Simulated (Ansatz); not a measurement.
Input and command of a calculation in Ansatz (plane waves; scalar-relativistic PAW potentials unless the input names others):

```yaml
crystal:
  lattice:
    - [3.5038922592, 0.0, 0.0]
    - [-1.7519461296, 3.0344597086, 0.0]
    - [0.0, 0.0, 47.1356669931]
  atoms:
    - { symbol: Te, position: [0.3333333333, 0.6666666667, 0.3805702328] }
    - { symbol: Mo, position: [0.6666666667, 0.3333333333, 0.4190998659] }
    - { symbol: Te, position: [0.3333333333, 0.6666666667, 0.4576421281] }
    - { symbol: Te, position: [0.3333333333, 0.6666666667, 0.5423578957] }
    - { symbol: Mo, position: [0.6666666667, 0.3333333333, 0.5809001464] }
    - { symbol: Te, position: [0.3333333333, 0.6666666667, 0.6194297311] }
  periodic: [true, true, false]
basis:
  ecutwfc: 420
kpoints:
  mp_grid: { grid: [12, 12, 1] }
hamiltonian:
  xc: pbe
  dispersion: d3bj
scf:
  occupations: { method: tetrahedron_uncorrected }
output:
  forces: true
  eigenvalues: true
  stress: true
```

```bash
ansatz run input.yaml --threads 2 --pin off --max-ram 5120MiB --backend cpu --events-out ev --progress --plain --runs-dir out
```

Abridged log:
```
Warning: the atoms were moved onto the symmetric positions of the space group found under crystal.symmetry.tolerance 1.0e-5 (fractional; ...
Pseudopotentials: kind: paw
Pseudopotential: Te, paw, valence charge 16, recommended cutoff 420 eV (normal)
Pseudopotential: Mo, paw, valence charge 14, recommended cutoff 420 eV (normal)
Functional definition: PBE
Crystal: 6 atoms, lattice volume = 501.166 Å³
Basis set: ecut = 420 eV, 9775 PW (Γ), exchange–correlation on 48×48×640 points (8 copies of the dense FFT grid, shifted against one another)
Bands: 56, of which v1, the nominal top of the filled ones, is band 46 counted from 1 (45 counted from 0)
Symmetry: 12 space group operations
Space group: P-6m2 (ITA 187), of the structure as read, at distance tolerance 7.9e-5 Å
k-points: 19 of 144 (time reversal used)
Initial density: superposition of atomic densities (neutral atoms: chi_scale 0, normalization atom), corrected by the library's trained network
Initial wavefunctions: pseudopotential atomic-orbital guess
Functional: x = pbe(κ = 0.804, μ = 0.21951497), c = pbe(β = 0.06672455)
SCF iter   1: F=—  HF=-37836.057736 eV  |F-HF|=—  |Δ(HF+E_count)|=         —  Δρ=2.73e-3  dr2=1.22e-1  ethr=1.77e-3  ⟨swp⟩=14.5  Hψ=6818  notcnv=0
SCF iter   2: F=—  HF=-37836.074275 eV  |F-HF|=—  |Δ(HF+E_count)|=   1.65e-2  Δρ=2.12e-3  dr2=2.26e-1  ethr=1.33e-4  ⟨swp⟩=4.4  Hψ=2135  notcnv=0  defer=60
SCF iter   3: F=—  HF=-37836.059107 eV  |F-HF|=—  |Δ(HF+E_count)|=   1.52e-2  Δρ=1.11e-3  dr2=6.41e-3  ethr=1.33e-4  ⟨swp⟩=3.7  Hψ=1609  notcnv=0  defer=60
SCF iter   4: F=—  HF=-37836.061743 eV  |F-HF|=—  |Δ(HF+E_count)|=   2.64e-3  Δρ=2.64e-4  dr2=8.61e-4  ethr=6.97e-6  ⟨swp⟩=3.6  Hψ=1891  notcnv=0  defer=60
SCF iter   5: F=—  HF=-37836.061745 eV  |F-HF|=—  |Δ(HF+E_count)|=   2.82e-6  Δρ=1.59e-4  dr2=3.69e-4  ethr=9.36e-7  ⟨swp⟩=3.8  Hψ=1863  notcnv=0  defer=60
SCF iter   6: F=—  HF=-37836.061734 eV  |F-HF|=—  |Δ(HF+E_count)|=   1.12e-5  Δρ=6.34e-5  dr2=4.32e-5  ethr=4.01e-7  ⟨swp⟩=2.9  Hψ=1472  notcnv=0  defer=60
SCF iter   7: F=—  HF=-37836.061890 eV  |F-HF|=—  |Δ(HF+E_count)|=   1.55e-4  Δρ=1.81e-5  dr2=4.07e-6  ethr=4.70e-8  ⟨swp⟩=3.1  Hψ=1756  notcnv=0  defer=60
SCF iter   8: F=—  HF=-37836.061891 eV  |F-HF|=—  |Δ(HF+E_count)|=   1.69e-6  Δρ=3.60e-6  dr2=1.12e-7  ethr=4.42e-9  ⟨swp⟩=3.7  Hψ=1891  notcnv=0  defer=60
SCF iter   9: F=-37836.061891 eV  HF=-37836.061891 eV  |F-HF|=4.50e-9  |Δ(HF+E_count)|=   1.05e-7  Δρ=8.02e-7  dr2=6.65e-9  ethr=1.09e-10  ⟨swp⟩=13.8  Hψ=5771  notcnv=0
SCF 1 converged in 9 iterations: F = -37836.061891 eV  dr2 = 6.65e-9
SCF converged after 9 iterations
Free energy (F): -37836.061891 eV
Harris-Foulkes:  -37836.061891 eV  (|F-HF|=4.50e-9)
Internal energy: -37836.061891 eV  (E = F + TS)
E sigma→0 (E₀):  -37836.061891 eV
Fermi energy:    -4.807600 eV
  E_disp       = -2.683114  (pairwise vdW)
--- Forces (eV/Å), atoms counted from 1 ---
  atom   1  Te     0.00000000     0.00000000    -0.00094576
  atom   2  Mo     0.00000000     0.00000000     0.00038127
  atom   3  Te     0.00000000     0.00000000    -0.00155862
  atom   4  Te     0.00000000     0.00000000     0.00155862
  atom   5  Mo     0.00000000     0.00000000    -0.00038127
  atom   6  Te     0.00000000     0.00000000     0.00094576
--- 2D stress c σ (N/m, compression-positive) ---
       -0.248600       0.000000       0.000000
        0.000000      -0.248600       0.000000
        0.000000       0.000000       0.000000
  P = ½ c Tr σ = -0.2486 N/m
  ° read free of the cell's end (the report's vacuum.weakly_bound_levels)
```

Apart from outputs, empty bands and the relaxation, which only the reference makes, the input differs from a reference run on usual settings in scf.occupations.width: 0.02 → not typed; scf.occupations.method: "gaussian" → "tetrahedron_uncorrected". The reference, at the same geometry, ended its own course with largest force 0.002 eV/Å, gap on the mesh 1.10 eV. This run converged in 9 SCF iterations with an energy at zero smearing within 0.01 meV/atom of the reference's, largest force 0.002 eV/Å, gap on the mesh 1.10 eV.

It took 29 s on 2 threads of Arm Neoverse V2, with other jobs on the host, peak memory 0.86 GiB.